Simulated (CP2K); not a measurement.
Runs of CP2K 2026.2 on Ti. All rows change the cell; the cell of one of them follows. Symmetry: P6_3/mmc, No. 194, hexagonal system. The conventional cell has a = 2.950 Å, b = 2.950 Å, c = 4.680 Å, α = 90.00°, β = 90.00°, γ = 120.00°. Ti (site symmetry -6m2) is surrounded by 12 Ti at 2.89 to 2.95 Å. 

```csv
cell,gap on the mesh (eV),pressure (GPa)
strain_c = 0,none,(a)
strain_c = -0.02,none,0.9
strain_c = 0.02,none,-3.4
strain_c = 0.06,none,(b)
strain_c = 0.04,none,-5.2
strain_c = -0.04,none,3.4
```

Alike in all rows: task single point; level PBE; potentials or basis POTENTIAL_UZH Ti GTH-PBE-q12; TZVP-MOLOPT-PBE-GTH basis; no spin polarisation; k mesh 10 × 10 × 6; smearing fermi-dirac 0.05 eV.

Problem. Fill in the values left out.

Solution. (a) -1.3; (b) -6.8.

Caveats: the basis of atomic orbitals isn't converged, which shifts pressures, moduli and gaps.

A gap of «none» marks a metal or a gap under the smearing width.
